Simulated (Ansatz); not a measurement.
# Ni: a slab and its surfaces, (111), 6 layers

Aim: cut a slab of Ni (111), 6 layers from the relaxed bulk, relax it, and get surface energy and work function. The runs shown use PAW. Its runs: bulk cell relaxed (PAW); bulk in the slab's orientation (PAW); the reference run (PAW); atoms relaxed (PAW); no images along the normal (PAW).

Method: DFT, PBEsol, PAW with Ansatz's default frozen-core files, scalar-relativistic, in Ansatz 0.2.0.

## 1. Starting point

The structure is cubic, space group Fm-3m (No. 225). Conventional cell: a = 3.464 Å, b = 3.464 Å, c = 3.464 Å, α = 90.00°, β = 90.00°, γ = 90.00°. Ni (site symmetry m-3m) has 12 Ni at 2.45 Å as nearest neighbours.

Structure file:

```
CELL_PARAMETERS angstrom
0.00000 1.73198 1.73198
1.73198 0.00000 1.73198
1.73198 1.73198 0.00000
ATOMIC_POSITIONS crystal
Ni 0.00000 0.00000 0.00000
```

## 2. Bulk cell relaxed, PAW

Input file input.yaml:

```yaml
crystal:
  lattice:
    - [0.0, 1.7319783131, 1.7319783131]
    - [1.7319783131, 0.0, 1.7319783131]
    - [1.7319783131, 1.7319783131, 0.0]
  atoms:
    - { symbol: Ni, position: [0.0, 0.0, 0.0], spin: 1.0 }
magnetization:
  spin_polarized: true
kpoints:
  mp_grid: { grid: [21, 21, 21] }
scf:
  occupations: { method: fermi_dirac, width: 0.1 }
hamiltonian:
  xc: pbesol
  pseudopotentials: { kind: paw }
output:
  forces: true
  stress: true
relax:
  f_tol: 0.005
  max_steps: 40
  cell: {}
```

Command:

```bash
> ansatz run input.yaml --threads 3 --pin off --max-ram 9216MiB --backend cpu --events-out ev --progress --plain --runs-dir out
```

The runs that follow: Bulk in the slab's orientation, PAW; Slab as cut, PAW; Atoms relaxed, PAW; No images along the normal, PAW.

Before running it: what results should come out? Wanted: surface energy; work function; outer layer spacing.

**Answer**, as computed:

```
                     quantity          value
surface energy (PAW, relaxed)      2.32 J/m²
 work function (PAW, relaxed)        5.24 eV
    outer layer spacing (PAW)  2.00 → 1.97 Å
```

**Reading.** By PAW the surface costs 2.33 J/m² as cut and 2.32 J/m² relaxed. The outermost spacing changes by -1.4 % (PAW). Thickness wasn't converged, and no reconstruction was sought. Other magnetic orders may lie lower; this is the state that the run reached.
